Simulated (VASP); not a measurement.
# CdTe (F-43m) in VASP: a series of runs

Runs on CdTe. Level: PBE. Tasks: single point.

Program: VASP 6.6.1. These are calculated values, not measurements. Logs are shortened: lines on timing, memory, paths and dates and some standing lists are left out, and cuts for length are marked.

### Step 1. Starting point

The structure is cubic, space group F-43m (No. 216). Conventional cell: a = 6.410 Å, b = 6.410 Å, c = 6.410 Å, α = 90.00°, β = 90.00°, γ = 90.00°. Around Te (site symmetry -43m) lie 4 Cd at 2.78 Å. Around Cd (site symmetry -43m) lie 4 Te at 2.78 Å.

### Step 2. Single point, PBE, spin-orbit coupling, no magnetisation

INCAR

```
SYSTEM = CdTe
PREC = Accurate
ENCUT = 400
EDIFF = 1E-7
ISMEAR = 0
SIGMA = 0.02
LREAL = Auto
LASPH = .True.
NELM = 100
ALGO = Normal
ISIF = 2
LWAVE = .False.
LCHARG = .False.
MAGMOM = 0 0 0 0 0 0
LORBIT = 11
LSORBIT = .True.
GGA_COMPAT = .False.
GGA = PE
NBANDS = 34
```

KPOINTS

```
regular mesh
0
Gamma
  6 6 6
  0 0 0
```

POSCAR

```
CdTe
1.0
    0.0000000000      3.2050000000      3.2050000000
    3.2050000000      0.0000000000      3.2050000000
    3.2050000000      3.2050000000      0.0000000000
Te Cd
1 1
Direct
    0.7500000000      0.7500000000      0.7500000000
    0.0000000000      0.0000000000      0.0000000000
```

Potentials or basis: VASP PAW PBE potentials, release 64 (Te, Cd).

Launch:

```
> cat potpaw_PBE.64/Te/POTCAR potpaw_PBE.64/Cd/POTCAR > POTCAR
> mpirun -np 1 vasp_ncl > vasp.out
```

OUTCAR:

```text
SYSTEM = CdTe
   PREC = Accurate
   ENCUT = 400
   EDIFF = 1E-7
   ISMEAR = 0
   LREAL = Auto
   LASPH = .True.
   NELM = 100
   ISIF = 2
   LORBIT = 11
   LSORBIT = .True.
   GGA = PE

 Found     22 irreducible k-points:

 Following reciprocal coordinates:
            Coordinates               Weight
  0.000000  0.000000  0.000000      1.000000
  0.166667  0.000000  0.000000      4.000000
 -0.166667  0.000000  0.000000      4.000000
  0.333333  0.000000  0.000000      4.000000
 -0.333333  0.000000  0.000000      4.000000
  0.500000  0.000000  0.000000      4.000000
   k-points           NKPTS =     22   k-points in BZ     NKDIM =     22   number of bands    NBANDS=     34
   number of dos      NEDOS =    301   number of ions     NIONS =      2
   total plane-waves  NPLWV =  27000
   dimension x,y,z NGX =    30 NGY =   30 NGZ =   30
   dimension x,y,z NGXF=    60 NGYF=   60 NGZF=   60
   ions per type =               1   1
   NGX,Y,Z   is equivalent  to a cutoff of  11.00, 11.00, 11.00 a.u.
   NGXF,Y,Z  is equivalent  to a cutoff of  22.01, 22.01, 22.01 a.u.
 SYSTEM =  CdTe
   PREC   = accura    normal or accurate (medium, high low for compatibility)
   ISTART =      0    job   : 0-new  1-cont  2-samecut
   ICHARG =      2    charge: 1-file 2-atom 10-const
   ISPIN  =      1    spin polarized calculation?
   LNONCOLLINEAR =      T non collinear calculations
   LSORBIT =      T    spin-orbit coupling
   LASPH  =      T    aspherical Exc in radial PAW
   ENCUT  =  400.0 eV  29.40 Ry    5.42 a.u.   7.39  7.39  7.39*2*pi/ulx,y,z
   NELM   =    100;   NELMIN=  2; NELMDL= -5     # of ELM steps
   EDIFF  = 0.1E-06   stopping-criterion for ELM
   LREAL  =      T    real-space projection
   EDIFFG = 0.1E-05   stopping-criterion for IOM
   NSW    =      0    number of steps for IOM
   IBRION =     -1    ionic relax: 0-MD 1-quasi-New 2-CG
   NFREE  =      0    steps in history (QN), initial steepest desc. (CG)
   ISIF   =      2    stress and relaxation
   ISYM   =      2    0-nonsym 1-usesym 2-fastsym
   POTIM  = 0.5000    time-step for ionic-motion
   TEBEG  =    0.0;   TEEND  =   0.0 temperature during run
   PSTRESS=    0.0 pullay stress
   NELECT =      18.0000    total number of electrons
   NUPDOWN=      -1.0000    fix difference up-down
   EMIN   =  10.00;   EMAX   =-10.00  energy-range for DOS
   EFERMI =   0.00;   METHOD = LEGACY
   ISMEAR =     0;   SIGMA  =   0.02  broadening in eV -4-tet -1-fermi 0-gaus
   EFERMI_NEDOS =   21; number of points for ismear=-14 and -15
   IALGO  =     38    algorithm
   IMIX   =      4    mixing-type and parameters
     AMIX     =   0.40;   BMIX     =  1.00
     AMIX_MAG =   1.60;   BMIX_MAG =  1.00
  volume/ion in A,a.u.               =      32.92       222.17
  Fermi-wavevector in a.u.,A,eV,Ry     =   1.062497  2.007828 15.359610  1.128899
  Thomas-Fermi vector in A             =   2.197950
   LORBIT       =     11    0 simple, 1 ext, 2 COOP (PROOUT), +10 PAW based schemes
   GGA     = PE    functional components
   LHFCALC =     F    Hartree Fock is set to
   AEXX    =    0.0000 exact exchange contribution
   IVDW    =     0    specifies the selected vdW correction
   LEPSILON=     F    determine dielectric tensor
   LRPA    =     F    only Hartree local field effects (RPA)
 Gauss-broadening in eV      SIGMA  =   0.02
  energy-cutoff  :      400.00
  volume of cell :       65.84
 maximum number of plane-waves:      2486
 NGX is ok and might be reduce to    30
   NGX = 15   NGY = 15   NGZ = 15

 number of electron      18.0000011 magnetization      -0.0000000     -0.0000000     -0.0000000

 number of electron      18.0000011 magnetization       0.0000000      0.0000000      0.0000000

 number of electron      18.0000011 magnetization       0.0000000     -0.0000000      0.0000000

 number of electron      18.0000011 magnetization       0.0000000     -0.0000000     -0.0000000

 Free energy of the ion-electron system (eV)
  ---------------------------------------------------
  ext. energy  EPLUGINS =         0.00000000
  ---------------------------------------------------
  free energy    TOTEN  =        -4.84524324 eV

  energy without entropy =       -4.84524324  energy(sigma->0) =       -4.84524324

 E-fermi :   3.0771     XC(G=0):  -8.7302

 val. band max:        2.9319553995   @ k =   0.0000   0.0000   0.0000
 cond. band min:       3.5313309920   @ k =   0.0000   0.0000   0.0000
 fundamental gap:      0.5993755925
 Fermi energy:         3.0771180082

 k-point     1 :       0.0000    0.0000    0.0000
  band No.  band energies     occupation
      1      -8.7038      1.00000
      2      -8.7038      1.00000
      3      -6.0545      1.00000
      4      -6.0545      1.00000
      5      -6.0545      1.00000
      6      -6.0545      1.00000
[... 22 lines left out ...]
     29      12.0736      0.00000
     30      12.0736      0.00000

 k-point     2 :       0.1667    0.0000    0.0000
  band No.  band energies     occupation
      1      -8.5968      1.00000
      2      -8.5968      1.00000
      3      -6.0600      1.00000
      4      -6.0352      1.00000
      5      -5.9974      1.00000
      6      -5.9974      1.00000
[... 22 lines left out ...]
     29      11.1455      0.00000
     30      11.1455      0.00000

 k-point     3 :      -0.1667    0.0000    0.0000
  band No.  band energies     occupation
      1      -8.5968      1.00000
      2      -8.5968      1.00000
      3      -6.0600      1.00000
      4      -6.0352      1.00000
      5      -5.9974      1.00000
      6      -5.9974      1.00000
[... 22 lines left out ...]
     29      11.1455      0.00000
     30      11.1455      0.00000

 k-point     4 :       0.3333    0.0000    0.0000
  band No.  band energies     occupation
      1      -8.3835      1.00000
      2      -8.3835      1.00000
      3      -6.0489      1.00000
      4      -6.0242      1.00000
      5      -5.8507      1.00000
      6      -5.8507      1.00000
[... 22 lines left out ...]
     29      11.5360      0.00000
     30      11.5360      0.00000

 k-point     5 :      -0.3333    0.0000    0.0000
  band No.  band energies     occupation
      1      -8.3835      1.00000
      2      -8.3835      1.00000
      3      -6.0489      1.00000
      4      -6.0242      1.00000
      5      -5.8507      1.00000
      6      -5.8507      1.00000
[... 22 lines left out ...]
     29      11.5360      0.00000
     30      11.5360      0.00000

 k-point     6 :       0.5000    0.0000    0.0000
  band No.  band energies     occupation
      1      -8.2798      1.00000
      2      -8.2798      1.00000
      3      -6.0327      1.00000
      4      -6.0327      1.00000
      5      -5.7682      1.00000
      6      -5.7682      1.00000
[... 22 lines left out ...]
     29      12.9505      0.00000
     30      12.9505      0.00000

 [... further k-points ...]

 [bands above 30 left out]

------------------------ aborting loop because EDIFF is reached ----------------------------------------

  FORCE on cell =-STRESS in cart. coord.  units (eV):
  Direction    XX          YY          ZZ          XY          YZ          ZX
  --------------------------------------------------------------------------------------
  -------------------------------------------------------------------------------------
  Total        1.6644420      1.6644420      1.6644420      0.0000000      0.0000000      0.0000000
  in kB       40.5009438     40.5009438     40.5009438      0.0000000      0.0000000      0.0000000
  external PRESSURE =      40.5009438 kB  Pullay stress =       0.0000000 kB

 VOLUME and BASIS-vectors are now :
 -----------------------------------------------------------------------------
  energy-cutoff  :      400.00
  volume of cell :       65.84
      direct lattice vectors                 reciprocal lattice vectors
     0.000000000  3.205000000  3.205000000    -0.156006240  0.156006240  0.156006240
     3.205000000  0.000000000  3.205000000     0.156006240 -0.156006240  0.156006240
     3.205000000  3.205000000  0.000000000     0.156006240  0.156006240 -0.156006240

 POSITION                                       TOTAL-FORCE (eV/Angst)
 -----------------------------------------------------------------------------------
      4.80750      4.80750      4.80750         0.000000      0.000000      0.000000
      0.00000      0.00000      0.00000        -0.000000     -0.000000     -0.000000
 -----------------------------------------------------------------------------------
    total drift:                               -0.000000     -0.000000     -0.000000

  FREE ENERGIE OF THE ION-ELECTRON SYSTEM (eV)
  ---------------------------------------------------
  free  energy   TOTEN  =        -4.8452432371 eV

  energy  without entropy=       -4.8452432371  energy(sigma->0) =       -4.84524324

 Spin-Orbit-Coupling matrix elements

 Ion:    1  E_soc:     -0.1919078
 l=   1
     0.0000000    -0.0319035    -0.0319035
    -0.0319035     0.0000000    -0.0319035
    -0.0319035    -0.0319035     0.0000000
 l=   2
     0.0000000    -0.0000321     0.0000000    -0.0000321    -0.0000490
    -0.0000321     0.0000000    -0.0000368    -0.0000321    -0.0000123
     0.0000000    -0.0000368     0.0000000    -0.0000368     0.0000000
    -0.0000321    -0.0000321    -0.0000368     0.0000000    -0.0000123
    -0.0000490    -0.0000123     0.0000000    -0.0000123     0.0000000
 l=   3
     0.0000000     0.0000000     0.0000000     0.0000000     0.0000000     0.0000000     0.0000000
     0.0000000     0.0000000     0.0000000     0.0000000     0.0000000     0.0000000     0.0000000
     0.0000000     0.0000000     0.0000000     0.0000000     0.0000000     0.0000000     0.0000000
     0.0000000     0.0000000     0.0000000     0.0000000     0.0000000     0.0000000     0.0000000
     0.0000000     0.0000000     0.0000000     0.0000000     0.0000000     0.0000000     0.0000000
     0.0000000     0.0000000     0.0000000     0.0000000     0.0000000     0.0000000     0.0000000
     0.0000000     0.0000000     0.0000000     0.0000000     0.0000000     0.0000000     0.0000000

 Ion:    2  E_soc:     -0.0618533
 l=   1
     0.0000000    -0.0033157    -0.0033157
    -0.0033157     0.0000000    -0.0033157
    -0.0033157    -0.0033157     0.0000000
 l=   2
     0.0000000    -0.0014096     0.0000000    -0.0014096    -0.0055836
    -0.0014096     0.0000000    -0.0041877    -0.0014096    -0.0013959
     0.0000000    -0.0041877     0.0000000    -0.0041877     0.0000000
    -0.0014096    -0.0014096    -0.0041877     0.0000000    -0.0013959
    -0.0055836    -0.0013959     0.0000000    -0.0013959     0.0000000
 l=   3
     0.0000000     0.0000000     0.0000000     0.0000000     0.0000000     0.0000000     0.0000000
     0.0000000     0.0000000     0.0000000     0.0000000     0.0000000     0.0000000     0.0000000
     0.0000000     0.0000000     0.0000000     0.0000000     0.0000000     0.0000000     0.0000000
     0.0000000     0.0000000     0.0000000     0.0000000     0.0000000     0.0000000     0.0000000
     0.0000000     0.0000000     0.0000000     0.0000000     0.0000000     0.0000000     0.0000000
     0.0000000     0.0000000     0.0000000     0.0000000     0.0000000     0.0000000     0.0000000
     0.0000000     0.0000000     0.0000000     0.0000000     0.0000000     0.0000000     0.0000000

 total charge

# of ion       s       p       d       tot
------------------------------------------
    1        1.349   2.080   0.024   3.453
    2        0.477   0.338   9.527  10.342
--------------------------------------------------
tot          1.825   2.419   9.551  13.794

 magnetization (x)

# of ion       s       p       d       tot
------------------------------------------
    1       -0.000   0.000   0.000  -0.000
    2        0.000   0.000  -0.000   0.000
--------------------------------------------------
tot          0.000   0.000  -0.000   0.000

 magnetization (y)

# of ion       s       p       d       tot
------------------------------------------
    1        0.000   0.000   0.000   0.000
    2        0.000  -0.000  -0.000  -0.000
--------------------------------------------------
tot          0.000  -0.000  -0.000  -0.000

 magnetization (z)

# of ion       s       p       d       tot
------------------------------------------
    1       -0.000   0.000   0.000   0.000
    2        0.000   0.000  -0.000   0.000
--------------------------------------------------
tot          0.000   0.000   0.000   0.000
```

Run time: 82 s. Hardware: 1 thread of Intel Xeon Platinum 8559C (Emerald Rapids), shared host; peak memory 0.29 GiB.

These settings aren't checked as converged: the numbers below hold their error.

Results:

```
Free energy                                           : -4.8452 eV
Pressure                                              : 4.1 GPa
Valence electrons inside the program's atomic spheres : Te 3.45; Cd 10.34
```

[end of part 1 of 2]
